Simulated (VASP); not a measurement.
Runs of VASP 6.6.1 on Al. Symmetry: P6_3/mmc, No. 194, hexagonal system. The conventional cell has a = 2.877 Å, b = 2.877 Å, c = 4.647 Å, α = 90.00°, β = 90.00°, γ = 120.00°. Around Al (site symmetry -6m2) lie 12 Al at 2.86 to 2.88 Å. The cell was built by a generator and needn't be a form met in nature.

```csv
task,level,cell,k mesh,cutoff (eV),gap on the mesh (eV),pressure (GPa)
relaxation of shape and atoms at fixed volume,r2SCAN,relaxed at fixed volume,16 × 16 × 10,600,none,-3.4
single point,r2SCAN,"P6_3/mmc, 16.03 Å³/atom",16 × 16 × 10,520,none,(a)
single point,PBE,"P6_3/mmc, 16.66 Å³/atom",8 × 8 × 4,520,none,0.0
single point,r2SCAN,"P6_3/mmc, 16.66 Å³/atom",16 × 16 × 10,520,none,-3.4
```

Alike in all rows: potentials or basis VASP PAW PBE potentials, release 64 (Al); no spin polarisation; smearing gaussian 0.05 eV.

Question: Fill in the values left out.

Answer: (a) -0.3.

Caveats: the PAW data sets were made with another functional, which shifts forces and pressure a little (some runs); the relaxation stopped at its first step, so nothing moved (some runs).

A gap of «none» marks a metal or a gap under the smearing width.
